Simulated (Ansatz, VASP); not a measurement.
# ZnS (Sphalerite): VASP beside Ansatz

Wanted: the spread between two codes on one cell, functional and k mesh. The cell is taken from a series of VASP runs on this material, whose earlier steps may have relaxed, scaled or displaced it; both programs get it as it stands.

Main program and level: Ansatz 0.2.0; plane waves, with VASP 6.6.1 beside it; relaxation of cell and atoms at LDA.

## (1) The starting structure

The structure is cubic, space group F-43m (No. 216). The conventional cell has a = 5.301 Å, b = 5.301 Å, c = 5.301 Å, α = 90.00°, β = 90.00°, γ = 90.00°. Zn has 4 S at 2.30 Å nearest. Nearest to S lie 4 Zn at 2.30 Å. Farther neighbours and most contacts between anions are not listed.

## (2) Ansatz: relaxation of cell and atoms, LDA

Ansatz runs on its default PAW (the set named soft_2) files.

The relaxed volume is the usual yardstick between codes: its relative difference is about their pressure difference at one cell divided by the bulk modulus.

input.yaml reads:

```yaml
crystal:
  lattice:
    - [0.0, 2.6506774926, 2.6506774926]
    - [2.6506774926, 0.0, 2.6506774926]
    - [2.6506774926, 2.6506774926, 0.0]
  atoms:
    - { symbol: Zn, position: [0.0, 0.0, 0.0] }
    - { symbol: S, position: [0.75, 0.75, 0.75] }
hamiltonian:
  xc: lda
  pseudopotentials: { kind: paw }
kpoints:
  mp_grid: { grid: [8, 8, 8] }
scf:
  occupations: { method: gaussian, width: 0.03 }
relax:
  f_tol: 0.01
  max_steps: 60
  cell: { stress_tol: 0.05 }
output:
  forces: true
  stress: true
  write_density: true
  write_potential: true
  elf: true
  volumetric_format: npy
```

Run with:

```
$ ansatz run input.yaml --threads 4 --pin off --max-ram 9216MiB --backend cpu --events-out ev --progress --plain --runs-dir out
```

Numbers of over 12 decimals in the logs are rounded to 6 here.

What it wrote:

```text
Engine: ansatz 0.2.0, aarch64-unknown-linux-gnu
Pseudopotentials: kind: paw
Pseudopotential: Zn, paw, valence charge 12, recommended cutoff 420 eV (normal), Zn.paw.azcp
Pseudopotential: S, paw, valence charge 6, recommended cutoff 420 eV (normal), S.paw.azcp
Functional definition: SPW92
  exchange = slater_x
  correlation = pw_c
Crystal: 2 atoms, lattice volume = 37.248 Å³
Basis set: ecut = 420 eV, 725 PW (Γ)
Bands: 13, of which v1, the nominal top of the filled ones, is band 9 counted from 1 (8 counted from 0)
Symmetry: 24 space group operations
Space group: F-43m (ITA 216), of the structure as read, at distance tolerance 3.3e-5 Å
k-points: 29 of 512 (time reversal used)
Non-local potential: Zn, projectors of the file, l = 0: 2, l = 1: 2, l = 2: 3, l = 3: 1
Non-local potential: S, projectors of the file, l = 0: 2, l = 1: 2, l = 2: 2
PAW form: soft (Blöchl's): semilocal exchange-correlation on the pseudo side does not see the compensation charge
PAW frozen core: Zn, regenerated for the run's functional, and the local potential with it (the file was generated under x = pbe(κ = 0.804, μ = 0.219515), c = pbe(β = 0.066725))
PAW frozen core: S, regenerated for the run's functional, and the local potential with it (the file was generated under x = pbe(κ = 0.804, μ = 0.219515), c = pbe(β = 0.066725))
PAW one-centre angular grid: Zn, 590 points (default); XC on 64 Gauss nodes
PAW one-centre angular grid: S, 110 points (default); XC on 64 Gauss nodes
Initial density: superposition of atomic densities (neutral atoms: chi_scale 0, normalization atom), corrected by the library's trained network
Initial wavefunctions: pseudopotential atomic-orbital guess
Functional: x = slater, c = lda
SCF iter   1: F=—  HF=-4117.444783 eV  |F-HF|=—  |Δ(HF+E_count)|=         —  Δρ=7.13e-3  dr2=1.70e-2  ethr=1.77e-3  ⟨swp⟩=5.7  Hψ=2255  notcnv=0
preconditioner: auto → none  [insulator: Δε(μ)=2.047 eV  Ē_g=12.409 eV  σ=0.030 eV  W_gap=1.00  n_scr=14 (ndim 8)  ℏωp=25.8 eV  f_vac=0.018  D(μ)=0.00/eV (n_scr^D=0)  ε∞_Penn≈5.3]
SCF iter   2: F=—  HF=-4117.439300 eV  |F-HF|=—  |Δ(HF+E_count)|=   5.48e-3  Δρ=2.34e-3  dr2=9.70e-4  ethr=9.44e-5  ⟨swp⟩=3.0  Hψ=974  notcnv=0
SCF iter   3: F=—  HF=-4117.439026 eV  |F-HF|=—  |Δ(HF+E_count)|=   2.74e-4  Δρ=1.19e-3  dr2=2.30e-4  ethr=5.39e-6  ⟨swp⟩=2.1  Hψ=642  notcnv=0
SCF iter   4: F=—  HF=-4117.439013 eV  |F-HF|=—  |Δ(HF+E_count)|=   1.23e-5  Δρ=5.68e-4  dr2=8.83e-5  ethr=1.28e-6  ⟨swp⟩=2.0  Hψ=609  notcnv=0
SCF iter   5: F=—  HF=-4117.438968 eV  |F-HF|=—  |Δ(HF+E_count)|=   4.56e-5  Δρ=3.27e-5  dr2=4.27e-7  ethr=4.90e-7  ⟨swp⟩=2.0  Hψ=609  notcnv=0
SCF iter   6: F=-4117.438968 eV  HF=-4117.438968 eV  |F-HF|=1.02e-8  |Δ(HF+E_count)|=   1.58e-7  Δρ=8.54e-6  dr2=1.23e-8  ethr=5.56e-10  ⟨swp⟩=7.9  Hψ=2296  notcnv=0
SCF 1 converged in 6 iterations: F = -4117.438968 eV  dr2 = 1.23e-8
  greatest PAW one-centre occupation: 0.983 electrons in one spin orbital (limit 2), on the Zn atom at site 0 (counted from 0), in its partial waves of l = 2
relax step   1: F+E_penalty+E_count = -4117.43896751 eV  Δ(F+E_penalty+E_count) = +0.000e0 eV  max|allowed force component| = 2.035e-16 eV/Å  Δτ_max = 0.0000 Å  P = -0.226 GPa  Ω = 37.248 Å³  (6 SCF iters, dr2 threshold 1.00e-7 eV, accepted)
[...]
relax step   2: F+E_penalty+E_count = -4117.43904352 eV  Δ(F+E_penalty+E_count) = -7.601e-5 eV  max|allowed force component| = 2.776e-17 eV/Å  Δτ_max = 0.0000 Å  P = -0.097 GPa  Ω = 37.192 Å³  energy of the carried Pulay correction = +2.008e-5 eV  (4 SCF iters, dr2 threshold 1.27e-7 eV, accepted)
[...]
relax step   3: F+E_penalty+E_count = -4117.43907145 eV  Δ(F+E_penalty+E_count) = -2.793e-5 eV  max|allowed force component| = 7.633e-17 eV/Å  Δτ_max = 0.0000 Å  P = +0.000 GPa  Ω = 37.150 Å³  energy of the carried Pulay correction = +3.529e-5 eV  (4 SCF iters, dr2 threshold 2.36e-8 eV, accepted)
[...]
relax step   4: F+E_penalty+E_count = -4117.43903956 eV  Δ(F+E_penalty+E_count) = +3.189e-5 eV  max|allowed force component| = 1.156e-16 eV/Å  Δτ_max = 0.0000 Å  P = -0.000 GPa  Ω = 37.150 Å³  stress off target by 3.71e-6 GPa  SCF on the basis re-selected at this cell (its energy is not comparable with the rows above)  (5 SCF iters)
basis re-selected at this cell: Δ(F+E_penalty+E_count) = +3.189e-5 eV, ΔP = -0.000 GPa vs the last step (what re-selecting the basis moved, of the pressure what is left beyond the Pulay correction that the steps carried, after the strain that the cell walked since its last selection, with what the two solves' SCF thresholds leave and, on support functions, any second-order correction that the steps lacked; it is no m [...]
SCF converged after 5 iterations
Free energy (F): -4117.439040 eV
Harris-Foulkes:  -4117.439040 eV  (|F-HF|=1.82e-12)
Internal energy: -4117.439040 eV  (E = F + TS)
E sigma→0 (E₀):  -4117.439040 eV
Fermi energy:    7.379460 eV
--- Per-component energies (eV) ---
  E_band       = 8.863535
  E_kinetic    = 240.259925
  E_local      = -2006.362955  (includes V_loc(G=0)·N_el)
  E_nonlocal   = 645.929980
  E_hartree    = 837.080590
  E_xc         = -232.604946
  E_vxc        = -142.322410  (∫ρ·V_xc dr)
  E_paw        = -2324.687331  (= ΣΔE_a)
  E_vpaw       = -402.801800  (= ΣTr[D̂ρ^β])
  E_aug_tail   = -0.000369  (compensation charges beyond the density's cutoff)
  E_ewald      = -1278.764272
  E_core_change = 1.710339  (= ΣΔE_core)
  E_smearing   = -0.000000  (= −TS)
  E_closure    = 0.000000  (closes the sum)
  Σ components = -4117.439040   (vs F -4117.439040, Δ=0.00e0)
--- Forces (eV/Å), atoms counted from 1 ---
  atom   1  Zn    -0.00000000     0.00000000     0.00000000
  atom   2  S      0.00000000    -0.00000000    -0.00000000
  max |Σ_I F_I| component: 3.70e-17 eV/Å
--- Stress (GPa, compression-positive) ---
       -0.000004       0.000000      -0.000000
        0.000000      -0.000004       0.000000
       -0.000000       0.000000      -0.000004
  P = ⅓ Tr σ = -0.0000 GPa (-0.000 kbar)
--- Band table (eV; the first three rows and the last of 29) ---
  k-point 0: bands = [... 5 lower, 0.1279, 6.3165, 6.3165, 6.3165, 8.4420, 12.4875, 12.4875, 12.4875]
  k-point 1: bands = [... 5 lower, 0.1257, 5.1135, 6.1491, 6.1491, 9.2836, 12.4249, 12.7624, 12.7624]
  k-point 2: bands = [... 5 lower, 0.1291, 3.2640, 5.7890, 5.7890, 9.7475, 13.1537, 13.1537, 13.1904]
  k-point 28: bands = [... 5 lower, 0.6032, 1.3422, 3.2086, 3.3047, 11.8207, 12.4720, 14.1020, 14.2764]
--- Relaxed structure (3 steps of the walk, 3 accepted, 1 SCFs on fresh bases) ---
  F+E_penalty+E_count = -4117.43903956 eV   max|allowed force component| = 1.156e-16 eV/Å   (the final SCF, on the basis selected at the relaxed cell)
  cell:  # Å, volume = 37.1503 Å³
    - [0, 2.648362, 2.648362]
    - [2.648362, 0, 2.648362]
    - [2.648362, 2.648362, 0]
  atoms:
    - { symbol: Zn, position: [0, 0, 0] }
    - { symbol: S, position: [0.75, 0.75, 0.75] }
```

The job ended after 2 s (4 threads of Arm Neoverse V1, shared host; peak memory 0.33 GiB; 6.9 s of CPU time).

## (3) VASP: relaxation of cell and atoms, LDA

The same cell, functional (in two slightly different forms), mesh and smearing now go to VASP, with its own data sets and cutoff.

Lines of VASP's logs that name or quote its potential files are left out, and so is its time.

INCAR reads:

```
SYSTEM = ZnS
PREC = Accurate
ENCUT = 450
EDIFF = 1E-06
NELM = 100
ISMEAR = 0
SIGMA = 0.03
LREAL = .FALSE.
ALGO = Normal
GGA = CA
NBANDS = 15
LORBIT = 11
LWAVE = .FALSE.
LCHARG = .FALSE.
KPAR = 8
IBRION = 2
NSW = 50
ISIF = 3
EDIFFG = -0.006
```

POSCAR reads:

```
ZnS
1.0
    0.0000000000      2.6506774926      2.6506774926
    2.6506774926      0.0000000000      2.6506774926
    2.6506774926      2.6506774926      0.0000000000
Zn S
1 1
Direct
    0.0000000000      0.0000000000      0.0000000000
    0.7500000000      0.7500000000      0.7500000000
```

KPOINTS reads:

```
Automatic mesh
0
Gamma
8 8 8
0 0 0
```

The projector-augmented-wave data sets are Zn and S (LDA family, release 64).

Run with:

```
$ mpirun -np 8 vasp_std
```

What it wrote:

```text
[banner, memory and clock lines left out]
running    8 mpi-ranks, on    1 nodes
 distrk:  each k-point on    1 cores,    8 groups
 distr:  one band on    1 cores,    1 groups

 POSCAR found type information on POSCAR ZnS
 POSCAR found :  2 types and       2 ions
|                                                                             |
|           W    W    AA    RRRRR   N    N  II  N    N   GGGG   !!!           |
|           W    W   A  A   R    R  NN   N  II  NN   N  G    G  !!!           |
|           W    W  A    A  R    R  N N  N  II  N N  N  G       !!!           |
|           W WW W  AAAAAA  RRRRR   N  N N  II  N  N N  G  GGG   !            |
|           WW  WW  A    A  R   R   N   NN  II  N   NN  G    G                |
|           W    W  A    A  R    R  N    N  II  N    N   GGGG   !!!           |
|                                                                             |
|     For optimal performance we recommend to set                             |
|       NCORE = 2 up to number-of-cores-per-socket                            |
|     NCORE specifies how many cores store one orbital (NPAR=cpu/NCORE).      |
|     This setting can greatly improve the performance of VASP for DFT.       |
|     The default, NCORE=1 might be grossly inefficient on modern             |
|     multi-core architectures or massively parallel machines. Do your        |
|     Unfortunately you need to use the default for GW and RPA                |
|     calculations (for HF NCORE is supported but not extensively tested      |
|     yet).                                                                   |
|                                                                             |

 LDA part: xc-table for (Slater(with rela. corr.)+CA(PZ))
 , standard interpolation
 POSCAR, INCAR and KPOINTS ok, starting setup
 FFT: planning ... GRIDC
 FFT: planning ... GRID_SOFT
 FFT: planning ... GRID
 WAVECAR not read
 entering main loop
       N       E                     dE             d eps       ncg     rms          rms(c)
DAV:   1     0.823045698438E+02    0.82305E+02   -0.82614E+03   870   0.131E+03
DAV:   2    -0.323933287760E+01   -0.85544E+02   -0.80954E+02   926   0.253E+02
DAV:   3    -0.858975274212E+01   -0.53504E+01   -0.53257E+01  1080   0.651E+01
DAV:   4    -0.864408963297E+01   -0.54337E-01   -0.54321E-01  1031   0.679E+00
DAV:   5    -0.864479405978E+01   -0.70443E-03   -0.70441E-03  1115   0.741E-01    0.764E+00
DAV:   6    -0.824308919153E+01    0.40170E+00   -0.80717E-01  1306   0.337E+01    0.586E+00
DAV:   7    -0.821375139649E+01    0.29338E-01   -0.25361E-01  1045   0.537E+00    0.277E+00
DAV:   8    -0.820764775254E+01    0.61036E-02   -0.57118E-03  1258   0.131E+00    0.634E-01
DAV:   9    -0.820709061136E+01    0.55714E-03   -0.12185E-03   996   0.268E-01    0.849E-02
DAV:  10    -0.820710615807E+01   -0.15547E-04   -0.86630E-05  1108   0.863E-02    0.211E-02
DAV:  11    -0.820710274823E+01    0.34098E-05   -0.10491E-05  1347   0.687E-02    0.397E-03
DAV:  12    -0.820710286819E+01   -0.11996E-06   -0.12168E-06   625   0.110E-02
   1 F= -.82071029E+01 E0= -.82071029E+01  d E =-.820710E+01
 curvature:   0.00 expect dE= 0.000E+00 dE for cont linesearch  0.000E+00
 trial: gam= 0.00000 g(F)=  0.118E-45 g(S)=  0.299E-04 ort = 0.000E+00 (trialstep = 0.100E+01)
 search vector abs. value=  0.299E-04
 bond charge predicted
       N       E                     dE             d eps       ncg     rms          rms(c)
DAV:   1    -0.820752992197E+01   -0.42717E-03   -0.46356E-03  1066   0.154E+00    0.148E-01
DAV:   2    -0.820715922010E+01    0.37070E-03   -0.11409E-03  1094   0.105E+00    0.570E-02
DAV:   3    -0.820711628037E+01    0.42940E-04   -0.45529E-05  1106   0.865E-02    0.261E-02
DAV:   4    -0.820710491387E+01    0.11367E-04   -0.68111E-06  1157   0.480E-02    0.129E-02
DAV:   5    -0.820710303203E+01    0.18818E-05   -0.10504E-06   498   0.216E-02    0.266E-03
DAV:   6    -0.820710302011E+01    0.11922E-07   -0.94541E-07   485   0.895E-03
   2 F= -.82071030E+01 E0= -.82071030E+01  d E =-.151922E-06
 trial-energy change:   -0.000000  1 .order   -0.000007   -0.000030    0.000015
 step:   0.4269(harm=  0.6668)  dis= 0.00000  next Energy=    -8.207109 (dE=-0.581E-05)
 reached required accuracy - stopping structural energy minimisation
```

OUTCAR, selected parts (step 3):

```text
ion  position               nearest neighbor table
   1  0.000  0.000  0.000-   2 2.30   2 2.30   2 2.30   2 2.30
   2  0.750  0.750  0.750-   1 2.30   1 2.30   1 2.30   1 2.30

  LATTYP: Found a face centered cubic cell.
 ALAT       =     5.3013549852

 Subroutine GETGRP returns: Found 24 space group operations
 (whereof 24 operations were pure point group operations)

The static configuration has the point symmetry T_d .

 Found     29 irreducible k-points:

   k-points           NKPTS =     29   k-points in BZ     NKDIM =     29   number of bands    NBANDS=     15

   dimension x,y,z NGX =    28 NGY =   28 NGZ =   28
   dimension x,y,z NGXF=    56 NGYF=   56 NGZF=   56

   ENCUT  =  450.0 eV  33.07 Ry    5.75 a.u.   6.48  6.48  6.48*2*pi/ulx,y,z

   NELECT =      18.0000    total number of electrons

 k-points in reciprocal lattice and weights: Automatic mesh
   0.00000000  0.00000000  0.00000000       0.002
   0.12500000  0.00000000  0.00000000       0.016
   0.25000000  0.00000000  0.00000000       0.016
   0.37500000  0.00000000  0.00000000       0.016
   0.50000000  0.00000000  0.00000000       0.008
   0.12500000  0.12500000  0.00000000       0.012
   0.25000000  0.12500000  0.00000000       0.047
   0.37500000  0.12500000  0.00000000       0.047
   0.50000000  0.12500000  0.00000000       0.047
[...]
-0.37500000  0.50000000  0.12500000       0.023
  -0.25000000  0.50000000  0.25000000       0.012

 average (electrostatic) potential at core
       1 -37.0543       2 -88.7642

 E-fermi :   2.7172

 k-point     1 :       0.0000    0.0000    0.0000
  band No.  band energies     occupation
    ...
      5      -3.6973      2.00000
      6      -3.6973      2.00000
      7       2.5026      2.00000
      8       2.5026      2.00000
      9       2.5026      2.00000
     10       4.6573      0.00000
     11       8.7119      0.00000
     12       8.7119      0.00000
     13       8.7119      0.00000
     14      14.3272      0.00000
    ...

 k-point     2 :       0.1250    0.0000    0.0000
  band No.  band energies     occupation
    ...
      5      -3.6993      2.00000
      6      -3.6993      2.00000
      7       1.3031      2.00000
      8       2.3356      2.00000
      9       2.3356      2.00000
     10       5.4953      0.00000
     11       8.6478      0.00000
     12       8.9886      0.00000
     13       8.9886      0.00000
     14      13.6599      0.00000
    ...

 k-point     3 :       0.2500    0.0000    0.0000
  band No.  band energies     occupation
    ...
      5      -3.6959      2.00000
      6      -3.6959      2.00000
      7      -0.5458      2.00000
      8       1.9763      2.00000
      9       1.9763      2.00000
     10       5.9591      0.00000
     11       9.3818      0.00000
     12       9.3818      0.00000
     13       9.4107      0.00000
     14      13.4419      0.00000
    ...

  Total        0.0101546      0.0101546      0.0101546      0.0000000      0.0000000     -0.0000000
  in kB        0.4374341      0.4374341      0.4374341      0.0000000      0.0000000     -0.0000000
  external PRESSURE =       0.4374341 kB  Pullay stress =       0.0000000 kB

  energy-cutoff  :      450.00
  volume of cell :       37.19
      direct lattice vectors                 reciprocal lattice vectors
    -0.000000000  2.649377931  2.649377931    -0.188723547  0.188723547  0.188723547
     2.649377931 -0.000000000  2.649377931     0.188723547 -0.188723547  0.188723547
     2.649377931  2.649377931 -0.000000000     0.188723547  0.188723547 -0.188723547

 POSITION                                       TOTAL-FORCE (eV/Angst)
 -----------------------------------------------------------------------------------
      2.64938      5.29876      2.64938         0.000000      0.000000      0.000000
      3.97407      3.97407      3.97407        -0.000000     -0.000000     -0.000000
 -----------------------------------------------------------------------------------
    total drift:                               -0.000001     -0.000001     -0.000001

  FREE ENERGIE OF THE ION-ELECTRON SYSTEM (eV)
  ---------------------------------------------------
  free  energy   TOTEN  =        -8.2071030201 eV

  energy  without entropy=       -8.2071030201  energy(sigma->0) =       -8.20710302

 reached required accuracy - stopping structural energy minimisation

 total charge
# of ion       s       p       d       tot
------------------------------------------
    1        0.550   0.540   9.805  10.895
    2        1.312   2.443   0.000   3.755
--------------------------------------------------
tot          1.862   2.983   9.805  14.650

[... 3 further parts left out ...]
```

CONTCAR:

```
ZnS
   1.00000000000000
    -0.0000000000000000    2.6493779310343322    2.6493779310343322
     2.6493779310343322   -0.0000000000000000    2.6493779310343322
     2.6493779310343322    2.6493779310343322   -0.0000000000000000
  Zn              S
     1     1
Direct
     1.0000000000000000    0.0000000000000000    1.0000000000000000
     0.7500000000000000    0.7500000000000000    0.7500000000000000
```

## (4) Side by side

Known differences besides the potentials themselves: the two LDA forms differ slightly; both relaxations stop at a tolerance, which leaves soft axes loose, and VASP keeps its plane-wave basis; the cutoff is 420 eV in Ansatz and 450 eV in VASP; VASP's log shows a relativistic correction to its local exchange, Ansatz's none; Ansatz adds a Pulay correction to the stress that steers its cell, VASP none. Total energies have different zeros and are not compared.

Both answers:

| quantity | Ansatz | VASP | difference |
| --- | --- | --- | --- |
| volume (Å³) | 37.15 | 37.19 | -0.11 % |
| edge a after relaxation, in the typed setting (Å) | 3.745 | 3.747 | -0.04 % |

The walks stopped with 0.00 GPa left in Ansatz and 0.04 GPa in VASP; each walk ends within a tolerance, so the volume difference is uncertain by about these residues over the bulk modulus, most in soft cells.

## (5) Outcome

| Property | Result |
| --- | --- |
| difference in volume (relaxation of cell and atoms, LDA) | -0.11 % |

What this shows: The difference in volume is -0.11 % (relaxation of cell and atoms, LDA), within the 1.2 % picked in this series as the mark of a large difference, as far as the stopping tolerances let one tell. 1 further run of this series is not shown here. Such differences can come from data sets, numerical settings and the points named under the comparisons, not from the functional's error against experiment.

[Lines on the potential files, build, host, timing and source positions are cut from VASP's logs without a mark.]

[Logs are printed without paths, hosts, clocks, repeated set-up lines and the standing remarks that a program may print on its own settings, such as how far it seeks lower states.]

[Hosts, paths, dates, database ids (printed as entryN), source tags and the programs' standing remarks are cut or masked in the printed files.]
